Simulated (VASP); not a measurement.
# BAs (F-43m) in VASP: notebook, part 2 of 2

VASP 6.6.1.

## 4. G0W0 quasiparticle levels, PBE

The input, POSCAR:

```
BAs
1.0
    0.0000000000      2.3885000000      2.3885000000
    2.3885000000      0.0000000000      2.3885000000
    2.3885000000      2.3885000000      0.0000000000
As B
1 1
Direct
    0.7500000000      0.7500000000      0.7500000000
    0.0000000000      0.0000000000      0.0000000000
```

The input, INCAR.step1:

```
PREC = Accurate ; ENCUT = 450
EDIFF = 1E-8 ; ISMEAR = 0
SIGMA = 0.01 ; LREAL = F
LASPH = T ; NELM = 60
ALGO = Fast ; LWAVE = T
LCHARG = F ; GGA = PE
```

The input, INCAR.step2:

```
PREC = Accurate ; ENCUT = 450
EDIFF = 1E-8 ; ISMEAR = 0
SIGMA = 0.01 ; LREAL = F
LASPH = T ; NELM = 1
ALGO = Exact ; LWAVE = T
LCHARG = F ; GGA = PE
NBANDS = 69 ; LOPTICS = T
ISTART = 1
```

The input, INCAR.step3:

```
PREC = Accurate ; ENCUT = 450
EDIFF = 1E-8 ; ISMEAR = 0
SIGMA = 0.01 ; LREAL = F
LASPH = T ; ALGO = EVGW0
LWAVE = F ; LCHARG = F
GGA = PE ; NELMGW = 1
NBANDS = 69 ; ENCUTGW = 50
NOMEGA = 48 ; PRECFOCK = Fast
ISTART = 1 ; NBANDSGW = 12
```

The input, KPOINTS:

```
Automatic mesh
0
Gamma
  3 3 3
```

Potentials or basis: VASP PAW PBE potentials, release 64 (As_GW, B_GW).

Launch:

```sh
$ cat potpaw_PBE.64/As_GW/POTCAR potpaw_PBE.64/B_GW/POTCAR > POTCAR
$ cp INCAR.step1 INCAR
$ mpirun -np 1 vasp_std > vasp.out
$ cp INCAR.step2 INCAR
$ mpirun -np 1 vasp_std > vasp.out
$ cp INCAR.step3 INCAR
$ mpirun -np 1 vasp_std > vasp.out
```

OUTCAR:

```text
PREC = Accurate
   ENCUT = 450
   EDIFF = 1E-8
   ISMEAR = 0
   LREAL = F
   LASPH = T
   GGA = PE
   NELMGW = 1
   ENCUTGW = 50
   PRECFOCK = Fast
   ISTART = 1

 Found      4 irreducible k-points:

 Following reciprocal coordinates:
            Coordinates               Weight
  0.000000  0.000000  0.000000      1.000000
  0.333333  0.000000  0.000000      8.000000
  0.333333  0.333333  0.000000      6.000000
 -0.333333  0.333333  0.000000     12.000000
   k-points           NKPTS =      4   k-points in BZ     NKDIM =     27   number of bands    NBANDS=     69
   number of dos      NEDOS =    301   number of ions     NIONS =      2
   total plane-waves  NPLWV =  13824
   dimension x,y,z NGX =    24 NGY =   24 NGZ =   24
   dimension x,y,z NGXF=    48 NGYF=   48 NGZF=   48
   ions per type =               1   1
   NGX,Y,Z   is equivalent  to a cutoff of  11.81, 11.81, 11.81 a.u.
[... 54 lines left out ...]
   NELMGW              =     1    number of iterations in solving QP/BSE equation
   NELMHF              =     1    number of iterations in the inner HF iteration
   NKREDLFX            =     1    NKREDLFY  =   1   NKREDLFZ  =   1
 non-spin polarized calculation
 Gauss-broadening in eV      SIGMA  =   0.01
  energy-cutoff  :      450.00
  volume of cell :       27.25
 maximum number of plane-waves:       609
  NGX = 14; NGY = 14; NGZ = 14
   NGX = 11   NGY = 11   NGZ = 11
 maximum number of plane-waves:        26
 NGX is ok and might be reduce to    10

 QP shifts <psi_nk| G(iteration)W_0 |psi_nk>: iteration 1
 for sc-GW calculations column KS-energies equals QP-energies in previous step
 and V_xc(KS)=  KS-energies - (<T + V_ion + V_H > + <T+V_H+V_ion>^1  + <V_x>^1)

 k-point   1 :       0.0000    0.0000    0.0000
  band No.  KS-energies  QP-energies   sigma(KS)   V_xc(KS)     V^pw_x(r,r')   Z            occupation Imag(sigma)

      1      -9.1660      -9.5953     -12.2229     -11.6436     -19.5361       0.7411       2.0000       1.3377
      2       6.2712       6.2616     -12.6247     -12.6127     -14.7586       0.7988       2.0000       0.0953
      3       6.2712       6.2616     -12.6247     -12.6127     -14.7586       0.7988       2.0000       0.0953
      4       6.2712       6.2616     -12.6247     -12.6127     -14.7586       0.7988       2.0000       0.0953
      5       9.5022      10.0698     -10.6591     -11.3720      -6.3473       0.7962       0.0000      -0.0925
      6       9.5022      10.0698     -10.6591     -11.3720      -6.3473       0.7962       0.0000      -0.0925
      7       9.5022      10.0698     -10.6591     -11.3720      -6.3473       0.7962       0.0000      -0.0925
      8      10.9398      11.8729     -11.3976     -12.6009      -6.1731       0.7754       0.0000      -0.1541
      9      15.8266      15.7627      -8.8911      -8.8101      -2.9261       0.7891       0.0000      -0.3497
     10      19.1544      19.4112     -10.0747     -10.4036      -4.3233       0.7807       0.0000      -0.3067
     11      19.1544      19.4112     -10.0747     -10.4036      -4.3233       0.7807       0.0000      -0.3067
     12      20.5662      20.5531      -8.9731      -8.9570      -2.4337       0.8113       0.0000      -0.6980
[... 36 lines left out ...]
      1      -5.3389      -5.5513     -12.5324     -12.2478     -18.4720       0.7463       2.0000       0.7393
      2      -1.6114      -1.9946     -12.4760     -11.9691     -17.1029       0.7559       2.0000       0.4077
      3       0.1557      -0.2503     -11.5237     -11.0017     -14.8096       0.7777       2.0000       0.2218
      4       3.1963       3.0050     -12.2569     -12.0124     -15.0695       0.7827       2.0000       0.1345
      5       8.7106       8.9658      -9.9479     -10.2680      -5.4294       0.7971       0.0000      -0.0954
      6      13.5084      14.2529     -10.7221     -11.6901      -5.1125       0.7691       0.0000      -0.2174
      7      14.3617      15.1008     -10.7587     -11.7081      -5.1334       0.7785       0.0000      -0.2618
      8      15.6007      16.2442     -10.8729     -11.7060      -4.9689       0.7725       0.0000      -0.3179
      9      15.7170      16.0182      -9.9982     -10.3779      -4.5681       0.7936       0.0000      -0.2494
     10      18.3558      18.5187      -9.7796      -9.9829      -4.0989       0.8015       0.0000      -0.3606
     11      23.1158      23.7206     -10.5033     -11.3129      -3.3076       0.7471       0.0000      -0.7995
     12      24.7319      24.8050      -9.2068      -9.3001      -2.4061       0.7835       0.0000      -0.8060
```

OUTCAR.step2:

```text
PREC = Accurate
   ENCUT = 450
   EDIFF = 1E-8
   ISMEAR = 0
   LREAL = F
[... 517 lines left out ...]
     0.00000    20.88927    20.88927    20.88927    -0.00000    -0.00000     0.00000
     1.38078    23.07228    23.07228    23.07228    -0.00000    -0.00000     0.00000
     2.76156    39.19954    39.19954    39.19954    -0.00000    -0.00000     0.00000
     4.14234    62.96775    62.96775    62.96775    -0.00000    -0.00000     0.00000
     5.52313    -9.46615    -9.46615    -9.46615     0.00000     0.00000     0.00000
     6.90391   -32.96774   -32.96774   -32.96774     0.00000     0.00000    -0.00000
[... 92 lines left out ...]
   135.31660     0.96786     0.96786     0.96786     0.00000     0.00000    -0.00000
   136.69738     0.96852     0.96852     0.96852     0.00000     0.00000    -0.00000
```

Wall time 13 s (1 thread of AMD EPYC 9R14 (Zen 4), shared host); peak memory 0.15 GiB.

The run converged, but some of its settings lie outside the range that counts as converged, so its numbers aren't taken as properties of the crystal.

Results:

| Quantity | Value |
| --- | --- |
| Band gap on the k mesh, mean-field level | 1.24 eV, indirect (least direct gap 3.23 eV) |
| Quasiparticle gap | 1.48 eV |
| Least direct quasiparticle gap | 3.81 eV |

Caveat: the k mesh is coarse (spacing up to 0.76 Å⁻¹), so the values aren't converged; bands, screening cutoff and mesh are small and nothing is extrapolated, so the quasiparticle values aren't converged; an odd mesh through Γ misses points on the zone boundary, where band edges often lie.

## 5. The reference run

An earlier run on the cell as given: functional PBE; potentials or basis VASP PAW PBE potentials, release 64 (As, B); cutoff 520 eV; k mesh 10 × 10 × 10; occupations fermi-dirac, width 0.05 eV; no spin polarisation.

* Pressure: 3.4 GPa
* Band gap on the k mesh: 1.18 eV, indirect (least direct gap 3.28 eV)
